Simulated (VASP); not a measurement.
# HgTe: molecular dynamics at constant energy

HgTe, Cmcm (no. 63), 8 atoms in the cell. PBE, molecular dynamics; PAW potentials Hg, Te (PBE set).

Ensemble: NVE; Starting temperature (K): 1600.

## Input

INCAR:
```
  GGA = PE
  PREC = Normal
  ENCUT = 240
  EDIFF = 1E-6
  NELMIN = 4
  NELM = 60
  ALGO = Normal
  LREAL = Auto
  LASPH = True
  ISMEAR = 0
  SIGMA = 0.05
  ISYM = 0
  LWAVE = False
  LCHARG = False
  IBRION = 0
  NSW = 60
  POTIM = 4.0
  TEBEG = 1600
  ISIF = 2
  RANDOM_SEED = 447816 0 0
  MDALGO = 2
  SMASS = -3
  KPAR = 2
```

KPOINTS:
```
k-points
0
Monkhorst-Pack
  2 2 2
```

POSCAR:
```
HgTe
1.0
    5.9850360000      0.0000000000      0.0000000000
    0.0000000000      6.9338580000      0.0000000000
    0.0000000000      0.0000000000      5.7981570000
Hg Te
4 4
Direct
    0.5000000000      0.8430500000      0.2500000000
    0.5000000000      0.1569500000      0.7500000000
    0.0000000000      0.3430500000      0.2500000000
    0.0000000000      0.6569500000      0.7500000000
    0.5000000000      0.2848090000      0.2500000000
    0.5000000000      0.7151910000      0.7500000000
    0.0000000000      0.7848090000      0.2500000000
    0.0000000000      0.2151910000      0.7500000000
```

Commands:
```
cat potpaw_PBE.64/Hg/POTCAR potpaw_PBE.64/Te/POTCAR > POTCAR
mpirun -np 2 vasp_std > vasp.out
```

## Result

- Rise of the mean potential energy above the start (meV/atom): 55.4
- Mean temperature (K): 1112
- Electronic steps per ionic step after the first: 4.0

Course of the run:

| Time (fs) | Temperature (K) | Potential energy less the first (meV/atom) |
|---|---|---|
| 4 | 1601 | 0.0 |
| 24 | 1530 | 8.0 |
| 40 | 1345 | 28.9 |
| 60 | 995 | 68.5 |
| 76 | 842 | 85.8 |
| 96 | 977 | 70.6 |
| 112 | 1118 | 54.5 |
| 132 | 1164 | 49.4 |
| 148 | 1151 | 50.9 |
| 168 | 1129 | 53.4 |
| 184 | 1086 | 58.4 |
| 204 | 981 | 70.3 |
| 220 | 891 | 80.5 |
| 240 | 809 | 89.7 |

The mean temperature lies below the starting 1600 K, since the atoms start on their sites and part of their kinetic energy turns into potential energy.

REPORT:
```
MDALGO =   2
               SCALING =       0
                 CNEXP =     9.000   14.000
           RANDOM_SEED =            447816                0                0

   original number of atomic DOF:         21
   number of independent constraints:      0
   number of active DOF:                  21

========================================
         MD step No.       1
========================================

  Atomic velocities initialized by STEP_tb

  >Energies
                    E_tot             E_pot             E_kin               EPS                ES
   e_b>   -0.10418903E+02   -0.11867113E+02    0.14482105E+01    0.00000000E+00    0.00000000E+00

  >Temperature
               T_sim     T_inst
   tmprt>   1600.000   1600.541

  >Thermostat:
           s(n+1) sdot(n+1)      s(n)   sdot(n)        Qs
   s_b>   0.00000   0.00000   0.00000   0.00000  -3.00000

           RANDOM_SEED =            447816               48                0

[... steps left out ...]

========================================
         MD step No.      60
========================================

  >Energies
                    E_tot             E_pot             E_kin               EPS                ES
   e_b>   -0.10416880E+02   -0.11149139E+02    0.73225871E+00    0.00000000E+00    0.00000000E+00

  >Temperature
               T_sim     T_inst
   tmprt>   1600.000    809.282

  >Thermostat:
           s(n+1) sdot(n+1)      s(n)   sdot(n)        Qs
   s_b>   0.00000   0.00000   0.00000   0.00000  -3.00000

           RANDOM_SEED =            447816               48                0
```

OSZICAR:
```
N       E                     dE             d eps       ncg     rms          rms(c)
DAV:   1     0.300749827278E+03    0.30075E+03   -0.20955E+04   352   0.794E+02
DAV:   2     0.214351881700E+01   -0.29861E+03   -0.29187E+03   394   0.229E+02
DAV:   3    -0.127349515321E+02   -0.14878E+02   -0.14760E+02   392   0.508E+01
DAV:   4    -0.129470821237E+02   -0.21213E+00   -0.21185E+00   400   0.571E+00
DAV:   5    -0.129490127782E+02   -0.19307E-02   -0.19304E-02   380   0.563E-01    0.131E+01
DAV:   6    -0.118827827350E+02    0.10662E+01   -0.29222E+00   344   0.119E+01    0.109E+01
DAV:   7    -0.118780106789E+02    0.47721E-02   -0.87660E-01   368   0.332E+00    0.425E+00
DAV:   8    -0.118676881416E+02    0.10323E-01   -0.82486E-02   356   0.179E+00    0.140E+00
DAV:   9    -0.118673191907E+02    0.36895E-03   -0.10659E-02   356   0.671E-01    0.256E-01
DAV:  10    -0.118670830698E+02    0.23612E-03   -0.10272E-03   356   0.219E-01    0.698E-02
DAV:  11    -0.118671417769E+02   -0.58707E-04   -0.59825E-04   365   0.112E-01    0.901E-02
DAV:  12    -0.118671149292E+02    0.26848E-04   -0.22474E-04   362   0.812E-02    0.343E-02
[... left out ...]
     58 T=   835. E= -.10417018E+02 F= -.11172565E+02 E0= -.11164833E+02  EK= 0.75555E+00 SP= 0.00E+00 SK= 0.00E+00
     59 T=   821. E= -.10416937E+02 F= -.11159371E+02 E0= -.11151745E+02  EK= 0.74243E+00 SP= 0.00E+00 SK= 0.00E+00
[... last step whole ...]
       N       E                     dE             d eps       ncg     rms          rms(c)
DAV:   1    -0.111491438810E+02    0.10227E-01   -0.29091E-02   452   0.122E+00    0.222E-02
DAV:   2    -0.111491400506E+02    0.38304E-05   -0.19707E-04   356   0.613E-02    0.138E-02
DAV:   3    -0.111491391683E+02    0.88230E-06   -0.16316E-05   356   0.174E-02    0.107E-02
DAV:   4    -0.111491389500E+02    0.21827E-06   -0.13181E-06   225   0.441E-03
     60 T=   809. E= -.10416880E+02 F= -.11149139E+02 E0= -.11141296E+02  EK= 0.73226E+00 SP= 0.00E+00 SK= 0.00E+00
```

Limits: 240 fs of 8 atoms are too short for converged averages.

VASP 6.6.1 took 305 s on 2 cores (Intel Xeon Platinum 8259CL @ 2.50GHz (Skylake/Cascade Lake)), a shared host.
